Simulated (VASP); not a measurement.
# Tl: response to an epitaxial strain

Tl, R-3m (no. 166), 9 atoms in the cell. PBE, relaxations at fixed in-plane lattice; PAW potentials Tl_d (PBE set).

## Input

INCAR.step1:
```
SYSTEM = Tl
PREC = Accurate
ENCUT = 350
EDIFF = 1E-7
ISMEAR = 1
SIGMA = 0.1
LREAL = .False.
LASPH = .True.
NELM = 100
ALGO = Normal
LWAVE = .False.
LCHARG = .False.
IBRION = 2
NSW = 40
ISIF = 3
EDIFFG = -0.01
POTIM = 0.5
KPAR = 8
```

INCAR.step2, as INCAR.step1 but for:
```
+ LATTICE_CONSTRAINTS = .FALSE. .FALSE. .TRUE.
```

KPOINTS:
```
k-points
0
Gamma
  9 9 2
```

POSCAR.step1:
```
Tl
1.0
    3.5621036900      0.0000000000      0.0000000000
   -1.7810518500      3.0848722900      0.0000000000
    0.0000000000      0.0000000000     24.7212503600
Tl
9
Direct
    0.0000000000      0.0000000000      0.7790593400
    0.3333333300      0.6666666700      0.8876073300
    0.0000000000      0.0000000000      0.0000000000
    0.6666666700      0.3333333300      0.1123926700
    0.0000000000      0.0000000000      0.2209406600
    0.6666666700      0.3333333300      0.3333333300
    0.3333333300      0.6666666700      0.4457260100
    0.6666666700      0.3333333300      0.5542739900
    0.3333333300      0.6666666700      0.6666666700
```

POSCAR.step2:
```
Tl
1.0
    3.5290369986      0.0000000001      0.0000000000
   -1.7645185042      3.0562356951      0.0000000000
    0.0000000000      0.0000000000     25.6180966186
Tl
9
Direct
    0.0000000000      1.0000000000      0.7786433322
    0.3333333300      0.6666666700      0.8880233378
    0.0000000000      1.0000000000      0.0000000000
    0.6666666700      0.3333333300      0.1119766622
    0.0000000000      0.0000000000      0.2213566678
    0.6666666700      0.3333333300      0.3333333300
    0.3333333300      0.6666666700      0.4453100022
    0.6666666700      0.3333333300      0.5546899978
    0.3333333300      0.6666666700      0.6666666700
```

POSCAR.step3:
```
Tl
1.0
    3.4584562586      0.0000000001      0.0000000000
   -1.7292281341      2.9951109812      0.0000000000
    0.0000000000      0.0000000000     25.6180966186
Tl
9
Direct
    0.0000000000      1.0000000000      0.7786433322
    0.3333333300      0.6666666700      0.8880233378
    0.0000000000      1.0000000000      0.0000000000
    0.6666666700      0.3333333300      0.1119766622
    0.0000000000      0.0000000000      0.2213566678
    0.6666666700      0.3333333300      0.3333333300
    0.3333333300      0.6666666700      0.4453100022
    0.6666666700      0.3333333300      0.5546899978
    0.3333333300      0.6666666700      0.6666666700
```

POSCAR.step4:
```
Tl
1.0
    3.4937466286      0.0000000001      0.0000000000
   -1.7468733192      3.0256733382      0.0000000000
    0.0000000000      0.0000000000     25.6180966186
Tl
9
Direct
    0.0000000000      1.0000000000      0.7786433322
    0.3333333300      0.6666666700      0.8880233378
    0.0000000000      1.0000000000      0.0000000000
    0.6666666700      0.3333333300      0.1119766622
    0.0000000000      0.0000000000      0.2213566678
    0.6666666700      0.3333333300      0.3333333300
    0.3333333300      0.6666666700      0.4453100022
    0.6666666700      0.3333333300      0.5546899978
    0.3333333300      0.6666666700      0.6666666700
```

POSCAR.step5:
```
Tl
1.0
    3.5643273686      0.0000000001      0.0000000000
   -1.7821636893      3.0867980521      0.0000000000
    0.0000000000      0.0000000000     25.6180966186
Tl
9
Direct
    0.0000000000      1.0000000000      0.7786433322
    0.3333333300      0.6666666700      0.8880233378
    0.0000000000      1.0000000000      0.0000000000
    0.6666666700      0.3333333300      0.1119766622
    0.0000000000      0.0000000000      0.2213566678
    0.6666666700      0.3333333300      0.3333333300
    0.3333333300      0.6666666700      0.4453100022
    0.6666666700      0.3333333300      0.5546899978
    0.3333333300      0.6666666700      0.6666666700
```

POSCAR.step6:
```
Tl
1.0
    3.5996177386      0.0000000001      0.0000000000
   -1.7998088743      3.1173604090      0.0000000000
    0.0000000000      0.0000000000     25.6180966186
Tl
9
Direct
    0.0000000000      1.0000000000      0.7786433322
    0.3333333300      0.6666666700      0.8880233378
    0.0000000000      1.0000000000      0.0000000000
    0.6666666700      0.3333333300      0.1119766622
    0.0000000000      0.0000000000      0.2213566678
    0.6666666700      0.3333333300      0.3333333300
    0.3333333300      0.6666666700      0.4453100022
    0.6666666700      0.3333333300      0.5546899978
    0.3333333300      0.6666666700      0.6666666700
```

Commands (each step's output is kept before the next begins):
```
cat potpaw_PBE.64/Tl_d/POTCAR > POTCAR
cp INCAR.step1 INCAR
cp POSCAR.step1 POSCAR
mpirun -np 8 vasp_std > vasp.out
# POSCAR: the relaxed cell with a and b scaled by 1
cp INCAR.step2 INCAR
cp POSCAR.step2 POSCAR
mpirun -np 8 vasp_std > vasp.out
# POSCAR: the relaxed cell with a and b scaled by 0.98
cp POSCAR.step3 POSCAR
mpirun -np 8 vasp_std > vasp.out
# POSCAR: the relaxed cell with a and b scaled by 0.99
cp POSCAR.step4 POSCAR
mpirun -np 8 vasp_std > vasp.out
# POSCAR: the relaxed cell with a and b scaled by 1.01
cp POSCAR.step5 POSCAR
mpirun -np 8 vasp_std > vasp.out
# POSCAR: the relaxed cell with a and b scaled by 1.02
cp POSCAR.step6 POSCAR
mpirun -np 8 vasp_std > vasp.out
```

## Result

- d ln c / d ln a, c relaxed at each in-plane lattice: -0.88
- Biaxial modulus (GPa): 41

Cells held at set in-plane strains, c relaxed:

| In-plane strain (%) | c (Å) | In-plane stress (GPa, compression positive) | Energy (meV/atom) |
|---|---|---|---|
| -2.0 | 26.1355 | 0.88 | 7.2 |
| -1.0 | 25.9325 | 0.32 | 2.8 |
| 0.0 | 25.6723 | -0.07 | 0.0 |
| 1.0 | 25.5243 | -0.56 | -0.9 |
| 2.0 | 25.2120 | -0.72 | -0.3 |

Limits: a metal's c can move with the k mesh, which wasn't varied here.

VASP 6.6.1 took 895 s on 8 cores (Intel Xeon Platinum 8259CL @ 2.50GHz (Skylake/Cascade Lake)), a shared host.
